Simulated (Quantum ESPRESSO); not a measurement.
Runs of Quantum ESPRESSO 7.5 on Se. Symmetry: P3_121, No. 152, trigonal system. The conventional cell has a = 4.366 Å, b = 4.366 Å, c = 4.954 Å, α = 90.00°, β = 90.00°, γ = 120.00°. Around Se (site symmetry 2) lie 2 Se at 2.37 Å. 

| task | level | potentials or basis | cell | k mesh | cutoff (eV) | form of the LDA correlation | SCF threshold | symmetry | gap on the mesh (eV) | pressure (GPa) | V0 of scaled cells (Å³/atom) | B0 (GPa) | largest force (eV/Å) |
| --- | --- | --- | --- | --- | --- | --- | --- | --- | --- | --- | --- | --- | --- |
| equation of state | LDA | GBRV 1.5 LDA | as given | 7 × 7 × 6 | 612 | PZ81 | 6e-10 Ry | - | - | - | 26.69 | (a) | - |
| equation of state | PBEsol | GBRV 1.5 PBEsol | as given | 7 × 7 × 6 | 612 | - | 6e-10 Ry | - | - | - | 27.34 | 57 | - |
| single point | PBEsol | GBRV 1.5 PBEsol | as given | 7 × 7 × 6 | 612 | - | 6e-10 Ry | - | 1.14 | 0.2 | - | - | 0.30 |
| single point | PBEsol | GBRV 1.5 PBEsol | atoms moved at random, drawn with an rms of 0.05 Å | 7 × 7 × 6 | 612 | - | 6e-10 Ry | - | 0.86 | 0.0 | - | - | 0.57 |
| band structure | LDA | GBRV 1.5 LDA | as given | 7 × 7 × 6 | 612 | PZ81 | 6e-10 Ry | - | (b) | -1.2 | - | - | 0.24 |
| band structure | PBEsol | GBRV 1.5 PBEsol | as given | 7 × 7 × 6 | 612 | - | 6e-10 Ry | - | 1.14 | 0.2 | - | - | 0.30 |
| band structure | r2SCAN | SG15 PBE 1.2 | as given | 5 × 5 × 4 | 952 | - | 1e-08 Ry | off | 1.44 | 1.9 | - | - | 0.23 |

Alike in all rows: no spin polarisation; smearing fermi-dirac 0.05 eV.

Problem. Estimate the missing entries.

Solution. (a) 61; (b) 1.10.

Caveats: the mesh misses the band edges, which the band path finds closer together (some runs); the cell was scaled at fixed shape and fractional positions, which overstates the stiffness of a crystal with free parameters, most of all of layers and chains (some runs); an odd mesh through Γ misses points on the zone boundary, where band edges often lie (some runs); the potentials were made for another functional, which shifts forces and pressure (some runs).

A k mesh can miss the band edges, and the runs leave out spin-orbit coupling on Se.
